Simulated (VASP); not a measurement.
# SiC (P6_3mc) in VASP: notebook

One crystal, SiC, is run at these levels: PBE; tasks: single point, relaxation of cell and atoms.

Everything below comes from runs of VASP 6.6.1. Logs are shortened: lines on timing, memory, paths and dates and some standing lists are left out, and cuts for length are marked.

### 1 Starting point

Symmetry: P6_3mc, No. 186, hexagonal system. Conventional cell: a = 3.076 Å, b = 3.076 Å, c = 10.071 Å, α = 90.00°, β = 90.00°, γ = 120.00°. Si (site symmetry 3m) has 4 C at 1.88 to 1.89 Å as nearest neighbours. Around Si (site symmetry 3m) lie 4 C at 1.88 to 1.89 Å. Around C (site symmetry 3m) lie 4 Si at 1.88 to 1.89 Å. Around C (site symmetry 3m) lie 4 Si at 1.88 to 1.89 Å.

The cell is a database's computed one.

### 2 Single point, PBE

Contents of INCAR:

```
SYSTEM = SiC
PREC     = Accurate       ! precision mode
ENCUT    = 520            ! plane-wave cutoff, eV
EDIFF    = 1E-7           ! SCF threshold, eV
ISMEAR   = 0              ! smearing method
SIGMA    = 0.015          ! smearing width, eV
LREAL    = .FALSE.        ! projectors in reciprocal space
LASPH    = .TRUE.         ! aspherical terms in the spheres
NELM     = 100            ! most SCF steps
ALGO     = Normal         ! electronic algorithm
ISIF     = 2              ! what is computed and relaxed
LWAVE    = .FALSE.        ! write WAVECAR
LCHARG   = .FALSE.        ! write CHGCAR
GGA      = PE             ! functional
```

Contents of KPOINTS:

```
Automatic mesh
0
G
  10 10 3
  0 0 0
```

Contents of POSCAR:

```
SiC
1.0
    3.0756941497      0.0000000000      0.0000000000
   -1.5378470748      2.6636292679      0.0000000000
    0.0000000000      0.0000000000     10.0706464800
Si C
4 4
Direct
    0.0000000000      0.0000000000      0.1878943800
    0.0000000000      0.0000000000      0.6878943800
    0.3333333333      0.6666666667      0.4378419800
    0.6666666667      0.3333333333      0.9378419800
    0.0000000000      0.0000000000      0.0004600500
    0.0000000000      0.0000000000      0.5004600500
    0.3333333333      0.6666666667      0.2498025900
    0.6666666667      0.3333333333      0.7498025900
```

Potentials or basis: VASP PAW PBE potentials, release 64 (Si, C).

Started as:

```console
$ cat potpaw_PBE.64/Si/POTCAR potpaw_PBE.64/C/POTCAR > POTCAR
$ mpirun -np 1 vasp_std > vasp.out
```

OUTCAR:

```text
SYSTEM = SiC
   PREC = Accurate
   ENCUT = 520
   EDIFF = 1E-7
   ISMEAR = 0
   LREAL = .FALSE.
   LASPH = .TRUE.
   NELM = 100
   ISIF = 2
   GGA = PE

 ion  position               nearest neighbor table
   1  0.000  0.000  0.188-   7 1.88   7 1.88   7 1.88   5 1.89   3 3.08   3 3.08   3 3.08   4 3.08
                             4 3.08   4 3.08
   2  0.000  0.000  0.688-   8 1.88   8 1.88   8 1.88   6 1.89   4 3.08   4 3.08   4 3.08   3 3.08
                             3 3.08   3 3.08
   3  0.333  0.667  0.438-   6 1.88   6 1.88   6 1.88   7 1.89   1 3.08   1 3.08   1 3.08   2 3.08
                             2 3.08   2 3.08
   4  0.667  0.333  0.938-   5 1.88   5 1.88   5 1.88   8 1.89   2 3.08   2 3.08   2 3.08   1 3.08
                             1 3.08   1 3.08
   5  0.000  0.000  0.000-   4 1.88   4 1.88   4 1.88   1 1.89
   6  0.000  0.000  0.500-   3 1.88   3 1.88   3 1.88   2 1.89
   7  0.333  0.667  0.250-   1 1.88   1 1.88   1 1.88   3 1.89
   8  0.667  0.333  0.750-   2 1.88   2 1.88   2 1.88   4 1.89

  LATTYP: Found a hexagonal cell.
 ALAT       =     3.0756941497
 C/A-ratio  =     3.2742678530

  Lattice vectors:

 A1 = (   3.0756941497,   0.0000000000,   0.0000000000)
 A2 = (  -1.5378470748,   2.6636292679,   0.0000000000)
 A3 = (   0.0000000000,   0.0000000000,  10.0706464800)

Analysis of symmetry for initial positions (statically):
=====================================================================
 Subroutine PRICEL returns:
 Original cell was already a primitive cell.

 Routine SETGRP: Setting up the symmetry group for a
 hexagonal supercell.

 Subroutine GETGRP returns: Found 12 space group operations
 (whereof  6 operations were pure point group operations)
 out of a pool of 24 trial point group operations.

The static configuration has the point symmetry C_3v.
 The point group associated with its full space group is C_6v.

Analysis of symmetry for dynamics (positions and initial velocities):
=====================================================================
 Subroutine PRICEL returns:
 Original cell was already a primitive cell.

 Routine SETGRP: Setting up the symmetry group for a
 hexagonal supercell.

 Subroutine GETGRP returns: Found 12 space group operations
 (whereof  6 operations were pure point group operations)
 out of a pool of 24 trial point group operations.

The dynamic configuration has the point symmetry C_3v.
 The point group associated with its full space group is C_6v.

 Subroutine INISYM returns: Found 12 space group operations
 (whereof  6 operations are pure point group operations),
 and found     1 'primitive' translations

[... 109 lines left out ...]
   NSW    =      0    number of steps for IOM
   IBRION =     -1    ionic relax: 0-MD 1-quasi-New 2-CG
   NFREE  =      0    steps in history (QN), initial steepest desc. (CG)
   ISIF   =      2    stress and relaxation
   ISYM   =      2    0-nonsym 1-usesym 2-fastsym
   POTIM  = 0.5000    time-step for ionic-motion
   TEBEG  =    0.0;   TEEND  =   0.0 temperature during run
   PSTRESS=    0.0 pullay stress
   NELECT =      32.0000    total number of electrons
   NUPDOWN=      -1.0000    fix difference up-down
   EMIN   =  10.00;   EMAX   =-10.00  energy-range for DOS
   EFERMI =   0.00;   METHOD = LEGACY
   ISMEAR =     0;   SIGMA  =   0.01  broadening in eV -4-tet -1-fermi 0-gaus
   EFERMI_NEDOS =   21; number of points for ismear=-14 and -15
   IALGO  =     38    algorithm
   IMIX   =      4    mixing-type and parameters
     AMIX     =   0.40;   BMIX     =  1.00
     AMIX_MAG =   1.60;   BMIX_MAG =  1.00
  volume/ion in A,a.u.               =      10.31        69.60
  Fermi-wavevector in a.u.,A,eV,Ry     =   1.193897  2.256138 19.393597  1.425389
  Thomas-Fermi vector in A             =   2.329900
   LORBIT       =      0    0 simple, 1 ext, 2 COOP (PROOUT), +10 PAW based schemes
   GGA     = PE    functional components
   LHFCALC =     F    Hartree Fock is set to
   AEXX    =    0.0000 exact exchange contribution
   IVDW    =     0    specifies the selected vdW correction
   LEPSILON=     F    determine dielectric tensor
   LRPA    =     F    only Hartree local field effects (RPA)
 non-spin polarized calculation
 Gauss-broadening in eV      SIGMA  =   0.01
  energy-cutoff  :      520.00
  volume of cell :       82.50
 maximum number of plane-waves:      2248
 NGX is ok and might be reduce to    24
   NGX = 11   NGY = 11   NGZ = 37

 number of electron      32.0000000 magnetization

 Free energy of the ion-electron system (eV)
  ---------------------------------------------------
  ext. energy  EPLUGINS =         0.00000000
  ---------------------------------------------------
  free energy    TOTEN  =       -60.23099861 eV

  energy without entropy =      -60.23099861  energy(sigma->0) =      -60.23099861

 E-fermi :   8.3021     XC(G=0): -11.3673

 val. band max:        8.2108419677   @ k =   0.0000   0.0000   0.0000
 cond. band min:      10.4362958694   @ k =   0.5000   0.0000   0.0000
 fundamental gap:      2.2254539017
 Fermi energy:         8.3020791492

 k-point     1 :       0.0000    0.0000    0.0000
  band No.  band energies     occupation
      1      -7.2953      2.00000
      2      -6.1156      2.00000
      3      -6.0789      2.00000
      4      -3.7187      2.00000
      5      -0.4170      2.00000
      6       3.8233      2.00000
[... 565 lines left out ...]
     20      13.1157      0.00000
     21      14.2620      0.00000

 [... further k-points ...]
[... 5 lines left out ...]
  --------------------------------------------------------------------------------------
  -------------------------------------------------------------------------------------
  Total        2.0114051      2.0114051      1.9437205      0.0000000      0.0000000      0.0000000
  in kB       39.0603248     39.0603248     37.7459298      0.0000000      0.0000000      0.0000000
  external PRESSURE =      38.6221932 kB  Pullay stress =       0.0000000 kB

 VOLUME and BASIS-vectors are now :
 -----------------------------------------------------------------------------
  energy-cutoff  :      520.00
  volume of cell :       82.50
      direct lattice vectors                 reciprocal lattice vectors
     3.075694150  0.000000000  0.000000000     0.325129857  0.187713811  0.000000000
    -1.537847075  2.663629268  0.000000000     0.000000000  0.375427621  0.000000000
     0.000000000  0.000000000 10.070646480     0.000000000  0.000000000  0.099298491

 POSITION                                       TOTAL-FORCE (eV/Angst)
 -----------------------------------------------------------------------------------
      0.00000      0.00000      1.89222        -0.000000     -0.000000      0.001777
      0.00000      0.00000      6.92754         0.000000      0.000000      0.001777
     -0.00000      1.77575      4.40935         0.000000     -0.000000     -0.004901
      1.53785      0.88788      9.44468        -0.000000      0.000000     -0.004901
      0.00000      0.00000      0.00463         0.000000     -0.000000     -0.002250
      0.00000      0.00000      5.03996        -0.000000     -0.000000     -0.002250
     -0.00000      1.77575      2.51567         0.000000     -0.000000      0.005374
      1.53785      0.88788      7.55100        -0.000000      0.000000      0.005374
 -----------------------------------------------------------------------------------
    total drift:                               -0.000000     -0.000000      0.000063

  FREE ENERGIE OF THE ION-ELECTRON SYSTEM (eV)
  ---------------------------------------------------
  free  energy   TOTEN  =       -60.2309986069 eV

  energy  without entropy=      -60.2309986069  energy(sigma->0) =      -60.23099861
```

Run time: 19 s. Hardware: 1 thread of Intel Xeon 6975P-C (Granite Rapids), shared host; peak memory 0.21 GiB.

What came out:

- Free energy: -60.2310 eV
- Pressure: 3.9 GPa
- Largest force: 0.005 eV/Å
- Band gap on the k mesh: 2.23 eV, indirect (least direct gap 3.35 eV)

Forces in eV/Å, atoms in the order of the input:
```
Si   0.000  0.000  0.002
Si   0.000  0.000  0.002
Si   0.000  0.000 -0.005
Si   0.000  0.000 -0.005
C    0.000  0.000 -0.002
C    0.000  0.000 -0.002
C    0.000  0.000  0.005
C    0.000  0.000  0.005
```

Stress tensor (GPa, compression positive):
```
3.91 0.00 0.00
0.00 3.91 0.00
0.00 0.00 3.77
```

Caveat: an odd mesh through Γ misses points on the zone boundary, where band edges often lie.

### 3 Relaxation of cell and atoms, PBE

Contents of INCAR:

```
PREC = Accurate
ENCUT = 580
EDIFF = 1E-7
ISMEAR = -1
SIGMA = 0.05
LREAL = F
LASPH = T
NELM = 100
ALGO = Fast
ISIF = 3
LWAVE = F
LCHARG = F
GGA = PE
IBRION = 2
NSW = 60
EDIFFG = -0.005
```

Contents of KPOINTS:

```
Automatic mesh
0
Gamma
  10 10 3
```

POSCAR is that of step 2.

Potentials or basis: VASP PAW PBE potentials, release 64 (Si, C).

Started as:

```console
$ cat potpaw_PBE.64/Si/POTCAR potpaw_PBE.64/C/POTCAR > POTCAR
$ mpirun -np 1 vasp_std > vasp.out
```

Run time: 72 s. Hardware: 1 thread of Intel Xeon 6975P-C (Granite Rapids), shared host; peak memory 0.22 GiB.

Results (log left out):

```yaml
Free_energy: -60.2508 eV
Relaxed_volume: 10.49 Å³/atom
Relaxed_cell: a = 3.093 Å, b = 3.093 Å, c = 10.126 Å, α = 90.00°, β = 90.00°, γ = 120.00°
Space_group_after_relaxing_to_0.05_Å: P6_3mc (No. 186)
Energy_gained_by_relaxing: 2.0 meV/atom
Ionic_steps: 6
Pressure_after_relaxing: 0.1 GPa
Band_gap_on_the_k_mesh: 2.22 eV, indirect (least direct gap 3.34 eV)
```

The path:
```csv
step,energy change (eV),largest force (eV/Å),pressure (GPa),volume (Å³)
1,0.0000,0.0054,3.76,82.50
2,0.0009,0.0172,-3.63,85.43
3,-0.0164,0.0066,0.00,83.93
4,-0.0164,0.0063,0.07,83.90
5,-0.0164,0.0047,0.07,83.90
6,-0.0164,0.0006,0.07,83.90
```

Final structure:
```
Si C
1.0
     3.09308    0.00000    0.00000
    -1.54654    2.67869    0.00000
     0.00000    0.00000   10.12622
Si C
4 4
Cartesian
  0.0000 0.0000 1.9027
  0.0000 0.0000 6.9658
  0.0000 1.7858 4.4337
  1.5465 0.8929 9.4968
  0.0000 0.0000 0.0045
  0.0000 0.0000 5.0676
  0.0000 1.7858 2.5296
  1.5465 0.8929 7.5927
```

Levels at points of the mesh, in eV from the valence-band top:
| k point | band 12 | band 13 | band 14 | band 15 | band 16 | band 17 | band 18 | band 19 | band 20 | band 21 |
| --- | --- | --- | --- | --- | --- | --- | --- | --- | --- | --- |
| (0.00, 0.00, 0.00) | -0.58 | -0.58 | -0.05 | 0.00 | 0.00 | 4.97 | 5.55 | 6.13 | 6.19 | 6.89 |
| (0.50, 0.00, 0.00) | -2.37 | -2.34 | -2.20 | -1.56 | -1.12 | 2.22 | 2.34 | 4.18 | 4.66 | 5.24 |

Caveat: an odd mesh through Γ misses points on the zone boundary, where band edges often lie.
